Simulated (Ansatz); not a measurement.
Sn built on the diamond prototype was relaxed with 5 functionals in Ansatz, cell and atoms free, the symmetry of the start kept (meshes: PBE 6×6×6, r2SCAN 6×6×6, PBEsol 6×6×6, LDA 6×6×6, HSE06 4×4×4). The values are computed, spin-unpolarised.

The HSE06 result:
```cif
data_structure
_symmetry_space_group_name_H-M 'P 1'
_symmetry_Int_Tables_number 1
_cell_length_a 4.6533
_cell_length_b 4.6533
_cell_length_c 4.6533
_cell_angle_alpha 60.000
_cell_angle_beta 60.000
_cell_angle_gamma 60.000
_cell_volume 71.25
loop_
_atom_site_label
_atom_site_type_symbol
_atom_site_fract_x
_atom_site_fract_y
_atom_site_fract_z
_atom_site_occupancy
Sn1 Sn 0.00000 0.00000 0.00000 1
Sn2 Sn 0.25000 0.25000 0.25000 1
```

It is cubic, Fd-3m (No. 227); conventional cell a = 6.581 Å, 35.62 Å³ an atom. Sn is surrounded by 4 Sn at 2.85 Å.

Problem. What lattice does r2SCAN give?

Solution. a = 6.569 Å; the volume differs by -0.5 % from HSE06's. Sn is surrounded by 4 Sn at 2.84 Å.

Problem. What lattice does LDA give?

Solution. a = 6.476 Å; the volume differs by -4.7 % from HSE06's. Around Sn lie 4 Sn at 2.80 Å.

Problem. Held at the r2SCAN cell, what mean stress do LDA and PBE find, and does its sign point to their own minimum?

Solution. Yes. LDA -1.75 GPa, and its relaxed volume is -4.2 % from r2SCAN's; PBE +1.59 GPa, and its relaxed volume is +4.1 % from r2SCAN's. Compression counts positive, so a positive stress asks for a larger cell.

Problem. How do the relaxed cells compare with measured ones?

Solution.
Comparison with experiment:
- Lattice constant a, measured 6.489 Å: PBE 6.658 (+2.6 %), r2SCAN 6.569 (+1.2 %), PBEsol 6.543 (+0.8 %), LDA 6.476 (-0.2 %), HSE06 6.581 (+1.4 %). Source: 6.489 Å (cubic lattice constant; Cited experimental value used as DFT input; measurement temperature not given; quoted in “Unusual Valence State in the Antiperovskites Sr3SnO and Sr3PbO Revealed by X-ray Photoelectron Spectroscopy”, 2019, arxiv:1909.12270).
The calculated lattice is static; the measured one holds thermal expansion and zero-point motion. Reports marked as nanostructured, strained, doped, implanted or mixed samples, and transport gaps, were set aside.

The cell is metallic with PBE, PBEsol, LDA, and these meshes limit the relaxed cells of a metal. A gap that a hybrid shows on its coarser mesh alone may close between the points.

Spin-orbit coupling is left out, which matters wherever the heavy atoms make up the band edges.

The meshes of the hybrids are coarse, so their gaps aren't converged to the digits shown.
